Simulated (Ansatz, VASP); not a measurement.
NiO in VASP and in Ansatz

```
CELL_PARAMETERS angstrom
-1.39153 2.41020 2.71613
2.78306 0.00000 2.71613
1.39153 2.41020 0.00000
ATOMIC_POSITIONS crystal
Ni 0.00000 0.00000 0.00000
Ni 0.50000 0.50000 0.50000
O 0.08333 0.41667 0.25000
O 0.58333 0.91667 0.75000
```

Measurements of this composition are mostly on another form, of space group No. 225.

Alike in both runs: task single point; functional LDA; k mesh 8 × 8 × 8; occupations gaussian, width 0.05 eV; collinear spin, antiferromagnetic start; Hubbard terms Ni d U = 4 eV.

|  | VASP | Ansatz |
| --- | --- | --- |
| version | VASP 6.6.1 | Ansatz 0.2.0 |
| potentials or method | VASP PAW LDA potentials, release 64 (Ni, O) | Ansatz PAW |
| plane-wave cutoff (eV) | 520 | 420 |
| valence electrons in the cell | 32 | 48 |

Ansatz gave:

* gap on the k mesh at the Fermi level (eV): 0.80
* least direct gap on the mesh (eV): 1.04
* pressure (GPa): -7.2
* largest component of the traceless stress (GPa): 4.93
* rms of the force components (eV/Å): 0.139
* net moment per atom (μB): 0.00
* size of the moment on the site where the two differ most (μB): 1.55

Task: What did VASP give for the same quantities?

Result: gap on the k mesh at the Fermi level (eV): 0.74; least direct gap on the mesh (eV): 1.01; pressure (GPa): -14.4; largest component of the traceless stress (GPa): 6.66; rms of the force components (eV/Å): 0.132; net moment per atom (μB): 0.00; size of the moment on the site where the two differ most (μB): 1.60.

Site moments also hang on the region over which each program counts them. The programs project onto different local orbitals, so the same U acts differently. Atom by atom the forces differ by 0.007 eV/Å (rms over components). The two sets of potentials don't hold the same shells in valence.

Caveats: the magnetic or orbital state may not be the lowest (Ansatz); the pressure holds a Pulay correction of +1.0 GPa for the finite cutoff (Ansatz); the PAW data sets come from PBE, with cores solved anew for the run's functional, which leaves a small shift of forces and pressure (Ansatz). A k mesh can miss the band edges. The state reached can hang on the start; a lower one may exist.
